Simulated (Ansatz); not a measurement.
# MnO (Fm-3m) in Ansatz: single point with PBE0

Aim: the single point of MnO with PBE0.

Program: Ansatz 0.2.0. These are calculated values, not measurements. Logs are shortened: lines on timing, memory, paths and dates and some standing lists are left out, and cuts for length are marked.

## (1) The structure

Symmetry: Fm-3m, No. 225, cubic system. Conventional cell: a = 4.448 Å, b = 4.448 Å, c = 4.448 Å, α = 90.00°, β = 90.00°, γ = 90.00°. Mn (site symmetry m-3m) has 6 O at 2.22 Å as nearest neighbours. O (site symmetry m-3m) is surrounded by 6 Mn at 2.22 Å.

The cell is a database's computed one.

## (2) Single point, PBE0, collinear spin, ferromagnetic start

Input file input:

```
crystal:
  lattice:
    - [0.0, 2.2239077028, 2.2239077028]
    - [2.2239077028, 0.0, 2.2239077028]
    - [2.2239077028, 2.2239077028, 0.0]
  atoms:
    - { symbol: Mn, position: [0.0, 0.0, 0.0], spin: 4.0 }
    - { symbol: O, position: [0.5, 0.5, 0.5] }
hamiltonian:
  xc: pbe0
  pseudopotentials: { kind: paw }
magnetization:
  spin_polarized: true
kpoints:
  mp_grid: { grid: [8, 8, 8] }
scf:
  occupations: { method: fermi_dirac, width: 0.05 }
output:
  forces: true
  stress: true
  eigenvalues: true
```

Potentials or basis: Ansatz PAW.

What it wrote:

```text
Warning: output.stress: scf.convergence.dr2_threshold = 1e-7 eV (the SCF's general default) is looser than the 2e-10 eV advised for a printed stress (1e-10 eV for each atom of the cell: 2). What an SCF threshold leaves in a stress goes as its square root, and in the free energy as the threshold itself, and one threshold admits the most on a small cell: of the crystals measured, under no hybrid functional and no lock of the moments, on runs that ended without the residual-converged pass, on stresses that held no estimate of that error, the worst erred by over 100 MPa in a component at 1e-7 eV an atom and by under 5 at 1e-10. Set scf.convergence.dr2_threshold to 2e-10 eV or tighter. The threshold is an SCF's pass mark: one that does not reach it within its budget of iterations ends unconverged, or closes short of it on a stop that the run arms, and scf.convergence.dr2_threshold's page says what that costs each kind of run
Warning: output.stress: scf.exx.energy_threshold = 1e-6 eV is looser than the 2e-8 eV advised for a stress under a hybrid functional (1e-8 eV for each atom of the cell: 2). Every SCF of the exchange loop can meet its threshold on dr2 while the loop round them stops early: no threshold on dr2 bounds what that leaves in the stress. Set scf.exx.energy_threshold to 2e-8 eV or tighter. The threshold is the loop's pass mark: a loop that does not reach it within its budget of cycles ends unconverged, and scf.exx.energy_threshold's page has the law
GPUs: using 1 of 1 available (devices: 1).
Engine: ansatz 0.2.0, x86_64-unknown-linux-gnu
Pseudopotentials: kind: paw
Pseudopotential: Mn, paw, valence charge 15, recommended cutoff 420 eV (normal), Mn.paw.azcp
Pseudopotential: O, paw, valence charge 6, recommended cutoff 420 eV (normal), O.paw.azcp
Functional definition: PBE0
  parameter a = 0.25
  parameter kappa = 0.804
  parameter beta = 0.06672455060314922
  exchange = (1 - a)*pbe_x(kappa = kappa, mu = beta*pi^2/3) + a*exact_x
  correlation = pbe_c(beta = beta)
device memory: the entry about to start is reckoned to put 0.8 GiB on a device that reports 27.2 GiB free (of which the cap on the GPU budget leaves the run 18.0 GiB)
GPU FFT provider: cuFFT
GPU libraries: cuBLAS 13.8.2, cuFFT 12.4.0, cuSOLVER 12.3.4
Crystal: 2 atoms, lattice volume = 21.998 Å³
Basis set: ecut = 420 eV, 411 PW (Γ), exchange–correlation on 48×48×48 points (8 copies of the dense FFT grid, shifted against one another)
Bands: 17, of which v1, the nominal top of the filled ones, is band 11 counted from 1 (10 counted from 0)
Symmetry: 48 space group operations
Space group: Fm-3m (ITA 225), of the structure as read, at distance tolerance 2.8e-5 Å
Magnetic group: BNS 225.116 (UNI 1618), of the structure as read, at distance tolerance 2.8e-5 Å
k-points: 29 of 512
Non-local potential: Mn, projectors of the file, l = 0: 3, l = 1: 2, l = 2: 3, l = 3: 1
Non-local potential: O, projectors of the file, l = 0: 2, l = 1: 2, l = 2: 1
PAW form: soft (Blöchl's): semilocal exchange-correlation on the pseudo side does not see the compensation charge
PAW frozen core: Mn, regenerated for the run's functional, and the local potential with it (the file was generated under x = pbe(κ = 0.804, μ = 0.2195149727645171), c = pbe(β = 0.06672455060314922))
PAW frozen core: O, regenerated for the run's functional, and the local potential with it (the file was generated under x = pbe(κ = 0.804, μ = 0.2195149727645171), c = pbe(β = 0.06672455060314922))
PAW one-centre angular grid: Mn, 590 points (default); XC on 64 Gauss nodes
PAW one-centre angular grid: O, 110 points (default); XC on 64 Gauss nodes
Initial density: superposition of atomic densities (chi_scale 0.1, normalization cell, long waves kept (reshape's long-wave potential 0.00 eV rms))
Starting moments: Σ|m| = 4 μB on 1 of 2 sites
Initial wavefunctions: pseudopotential atomic-orbital guess
GPU buffer pool allocated for 13824 grid points (all kernels)
GPU transforms: local potential and band sums: pruned to the plane-wave sphere, on 24×24×24
Functional: x = pbe(κ = 0.804, μ = 0.2195149727645171), c = pbe(β = 0.06672455060314922), warm-up for x = 0.75 pbe(κ = 0.804, μ = 0.2195149727645171) + 0.25 exact, c = pbe(β = 0.06672455060314922)
SCF iter   1: F=—  HF=-4468.367572 eV  |F-HF|=—  |Δ(HF+E_count)|=         —  Δρ=1.90e-1 (↑1.36e-1 ↓1.90e-1)  dr2=2.22e1  dr2_m=2.09e-1  M=3.478 μB ∫|m|=3.478 μB  β_m=0.30  ethr=1.00e-1  ⟨swp⟩=5.6  Hψ=2933  notcnv=0
preconditioner: auto → none  [metal: Δε(μ)=0.054 eV  Ē_g=12.622 eV  σ=0.050 eV  W_gap=0.25  n_scr=8 (ndim 8)  ℏωp=28.5 eV  f_vac=0.000  D(μ)=1.87/eV (n_scr^D=14)  sad-step TF]
iter 2 solved again at ethr=2.39e-3 eV; its pass at ethr=1.00e-1 eV (dr2=5.03e-1 eV) is discarded
SCF iter   2: F=—  HF=-4465.910559 eV  |F-HF|=—  |Δ(HF+E_count)|=    2.46e0  Δρ=6.43e-2 (↑6.43e-2 ↓4.35e-2)  dr2=4.37e-1  dr2_m=4.85e-1  M=4.555 μB ∫|m|=4.555 μB  β_m=1.00  ethr=2.39e-3  ⟨swp⟩=3.7  Hψ=4377  notcnv=0  defer=2
eigensolver tolerance schedule: the retry pair's looser diagonalisation over-reported the residual by 0.15 of it (diagonalisation noise at 0.15 of the residual, at the tolerance the schedule requests for it); recorded, not acted on — ethr = c·dr2/N_el stays at c = 1.0e-1
SCF iter   3: F=—  HF=-4465.860511 eV  |F-HF|=—  |Δ(HF+E_count)|=   5.00e-2  Δρ=1.73e-2 (↑1.73e-2 ↓9.86e-3)  dr2=9.54e-2  dr2_m=9.09e-3  M=4.638 μB ∫|m|=4.638 μB  β_m=1.00  ethr=2.08e-3  ⟨swp⟩=2.9  Hψ=2275  notcnv=0
SCF iter   4: F=—  HF=-4465.999807 eV  |F-HF|=—  |Δ(HF+E_count)|=   1.39e-1  Δρ=7.11e-3 (↑7.11e-3 ↓6.21e-3)  dr2=1.89e-2  dr2_m=5.66e-4  M=4.653 μB ∫|m|=4.653 μB  β_m=0.30  ethr=4.55e-4  ⟨swp⟩=3.3  Hψ=2628  notcnv=0
[... 62 lines left out ...]
SCF iter   7: F=—  HF=-4466.705990 eV  |F-HF|=—  |Δ(HF+E_count)|=   1.83e-8  Δρ=4.29e-6 (↑2.31e-6 ↓4.29e-6)  dr2=1.28e-7  dr2_m=1.17e-9  M=5.000 μB ∫|m|=5.000 μB  β_m=0.97  ethr=1.08e-10  ⟨swp⟩=3.5  Hψ=2054  notcnv=0
SCF iter   8: F=—  HF=-4466.705990 eV  |F-HF|=—  |Δ(HF+E_count)|=   7.00e-7  Δρ=1.85e-5 (↑1.85e-5 ↓1.76e-5)  dr2=1.06e-8  dr2_m=6.47e-8  M=5.000 μB ∫|m|=5.000 μB  β_m=0.97  ethr=2.28e-11  ⟨swp⟩=4.3  Hψ=3180  notcnv=0
SCF iter   9: F=—  HF=-4466.705990 eV  |F-HF|=—  |Δ(HF+E_count)|=   2.05e-8  Δρ=2.32e-6 (↑2.32e-6 ↓4.73e-7)  dr2=1.33e-8  dr2_m=2.17e-10  M=5.000 μB ∫|m|=5.000 μB  β_m=0.84  ethr=8.57e-12  ⟨swp⟩=4.2  Hψ=2284  notcnv=0
Mixer restart at iter 9: flushing history
SCF iter  10: F=-4466.705991 eV  HF=-4466.705991 eV  |F-HF|=2.05e-9  |Δ(HF+E_count)|=   5.90e-8  Δρ=6.14e-6 (↑6.12e-6 ↓6.14e-6)  dr2=1.24e-9  dr2_m=7.55e-9  M=5.000 μB ∫|m|=5.000 μB  ethr=4.78e-12  ⟨swp⟩=4.5  Hψ=2342  notcnv=0
SCF 4 converged in 10 iterations: F = -4466.705991 eV  dr2 = 1.24e-9
  Residual-converged pass: ⟨swp⟩=2.0  Hψ=1264  notcnv=0  max |occ|·‖R‖ = 2.4e-6 eV (tolerance 2.4e-6 eV)  dr2=1.24e-9  dr2_m=7.55e-9  dr2_onsite=1.69e-9  max |Δocc| = 4.1e-21
hybrid outer 3: dexx = +5.479e-6 eV, tail = 4.11e-8 eV, magnetization grown 1.0067 times (not accepted), Δε = 1.61e-2 eV (about 4.27e-4 eV left of the loop's levels)
GPU FFT provider: cuFFT
GPU libraries: cuBLAS 13.8.2, cuFFT 12.4.0, cuSOLVER 12.3.4
GPU buffer pool allocated for 13824 grid points (all kernels)
GPU transforms: local potential and band sums: pruned to the plane-wave sphere, on 24×24×24
Exchange kernel: α = 0.2500, full range, Wigner–Seitz truncation, v(0) = 17418.5617 eV·Å³, q-mesh 8×8×8, nearest image of the exchange supercell L = 25.16 Å, pair-density grid 15×15×15, without the augmentation charges, whose exchange is taken in its separable form by FFT convolution over the k-point mesh (sized by the pseudopotential files, 18×18×18 at the most), smooth part of the exact exchange by density-matrix convolution in up to 3.34 GiB of GPU memory as planned if the GPU has room (build and FFT work areas not counted)
Frozen-core exchange: fock
SCF iter   1: F=—  HF=-4466.705991 eV  |F-HF|=—  |Δ(HF+E_count)|=         —  Δρ=8.98e-6 (↑8.98e-6 ↓7.91e-6)  dr2=3.30e-10  dr2_m=1.43e-8  M=5.000 μB ∫|m|=5.000 μB  β_m=0.30  ethr=9.79e-10  ⟨swp⟩=2.6  Hψ=2078  notcnv=0
preconditioner: auto → none  [insulator: Δε(μ)=1.951 eV  Ē_g=17.115 eV  σ=0.050 eV  W_gap=1.00  n_scr=8 (ndim 8)  ℏωp=28.5 eV  f_vac=0.000  D(μ)=0.00/eV (n_scr^D=0)]
SCF iter   2: F=-4466.705991 eV  HF=-4466.705991 eV  |F-HF|=2.73e-9  |Δ(HF+E_count)|=   3.34e-9  Δρ=7.06e-6 (↑7.06e-6 ↓6.91e-6)  dr2=1.02e-10  dr2_m=9.78e-9  M=5.000 μB ∫|m|=5.000 μB  ethr=1.00e-12  ⟨swp⟩=4.6  Hψ=2741  notcnv=0
SCF 5 converged in 2 iterations: F = -4466.705991 eV  dr2 = 1.02e-10
  Residual-converged pass: ⟨swp⟩=1.2  Hψ=1006  notcnv=0  max |occ|·‖R‖ = 2.4e-6 eV (tolerance 2.4e-6 eV)  dr2=1.02e-10  dr2_m=9.78e-9  dr2_onsite=2.21e-9  max |Δocc| = 4.1e-21
hybrid outer 4: dexx = +1.323e-9 eV, tail = 2.42e-8 eV, Δε = 1.09e-4 eV (about 1.17e-4 eV left of the loop's levels), ΔF = 1.00e-27 eV/Å (tail inf)
this state was not tested for a lower state beside it, because the functional holds exact exchange (a hybrid, or Hartree-Fock), whose exchange loop this test does not read (fock_operator); the stability check (scf.self_checks: high) cannot read this state: a pseudopotential is PAW: the check reads norm-conserving sets alone
hybrid SCF converged: 4 outer / 23 inner (+13 warm-up), last move |dexx| = 1.32e-9 eV, tail = 2.42e-8 eV
Magnetization: 5.0000 μB (13.0000 up, 8.0000 down)
Absolute magnetization: 5.0000 μB (∫|ρ↑−ρ↓|, with the PAW one-centre terms)
Spin contamination: 0.0032 ħ² per cell (⟨S²⟩ above its minimum at these occupations)
Per-site moments (μB) at R_I (Å): [(4.30525264973222, 0.9173619274050001), (0.22486992529685448, 0.9173619274050001)]
Free energy (F): -4466.705991 eV
Frozen-core exchange: fock
Harris-Foulkes:  -4466.705991 eV  (|F-HF|=2.73e-9)
Internal energy: -4466.705991 eV  (E = F + TS)
E sigma→0 (E₀):  -4466.705991 eV
Fermi energy:    12.684499 eV
--- Per-component energies (eV) ---
  E_band       = -311.167593
  E_kinetic    = 475.396958
  E_local      = -2238.332944  (includes V_loc(G=0)·N_el)
  E_nonlocal   = 304.873280
  E_hartree    = 899.917914
  E_xc         = -142.199663
  E_vxc        = -181.566481  (∫ρ·V_xc dr)
  E_exx        = -95.555959  (= α·E_x^exact, valence–valence)
  E_paw        = -1416.012381  (= ΣΔE_a)
  E_vpaw       = -280.264763  (= ΣTr[D̂ρ^β])
  E_aug_tail   = 0.002398  (compensation charges beyond the density's cutoff)
  E_ewald      = -2254.571925
  E_core_change = -0.223669  (= ΣΔE_core)
  E_smearing   = -0.000000  (= −TS)
  E_closure    = 0.000000  (closes the sum)
  Σ components = -4466.705991   (vs F -4466.705991, Δ=-9.09e-13)
--- Forces (eV/Å), atoms counted from 1 ---
  atom   1  Mn    -0.00000000     0.00000000     0.00000000
  atom   2  O     -0.00000000     0.00000000    -0.00000000
  max |Σ_I F_I| component: 1.18e-27 eV/Å
--- Stress (GPa, compression-positive) ---
        0.855711       0.000000       0.000000
       -0.000000       0.855711       0.000000
        0.000000      -0.000000       0.855711
  P = ⅓ Tr σ = 0.8557 GPa (8.557 kbar)
--- Band table (eV; the first three rows and the last of 58) ---
  k-point 0 ↑: bands = ["-74.6673", "-42.0685", "-42.0685", "-42.0685", "-9.8941", "7.5901", "7.5901", "7.5901", "7.9551", "7.9551", "8.1873", "8.1873", "8.1873", "13.5869", "28.2632", "30.7574", "30.7574"]
  k-point 1 ↑: bands = ["-74.6662", "-42.0785", "-42.0699", "-42.0699", "-9.7558", "6.6225", "6.8334", "6.8334", "7.7503", "7.7503", "8.2698", "9.3377", "9.3377", "14.6159", "26.7088", "30.2463", "30.2463"]
  k-point 2 ↑: bands = ["-74.6637", "-42.1024", "-42.0732", "-42.0732", "-9.4033", "4.9352", "5.8757", "5.8757", "8.0346", "8.0346", "8.5547", "10.4905", "10.4905", "16.3703", "24.3427", "28.5665", "28.5665"]
  k-point 28 ↓: bands = ["-68.3500", "-35.3216", "-35.3216", "-35.2967", "-8.1946", "6.2112", "6.2112", "6.8123", "16.9637", "16.9637", "18.1722", "18.6809", "18.9521", "23.7279", "24.7995", "24.7995", "27.2568"]
```

Wall time 78 s (1 × NVIDIA H100 80GB HBM3 with 2 threads of AMD EPYC 7R13 (Zen 3), shared host); peak memory 2.4 GiB.

Results:

```yaml
Free_energy: -4466.7060 eV
Pressure: 0.9 GPa
Band_gap_on_the_k_mesh: 1.95 eV, indirect (least direct gap 4.75 eV)
Net_moment: 5.00 μB per cell
Absolute_moment: 5.00 μB per cell
Site_moments: Mn +4.31; O +0.22 μB
```

Caveat: the magnetic or orbital state may not be the lowest; the pressure holds a Pulay correction of +0.6 GPa for the finite cutoff; a cell with one magnetic atom can't hold antiferromagnetic order, which such compounds often take; the PAW data sets come from PBE, with cores solved anew for the run's functional, which leaves a small shift of forces and pressure; the thresholds are loose for stress. A k mesh can miss the band edges.
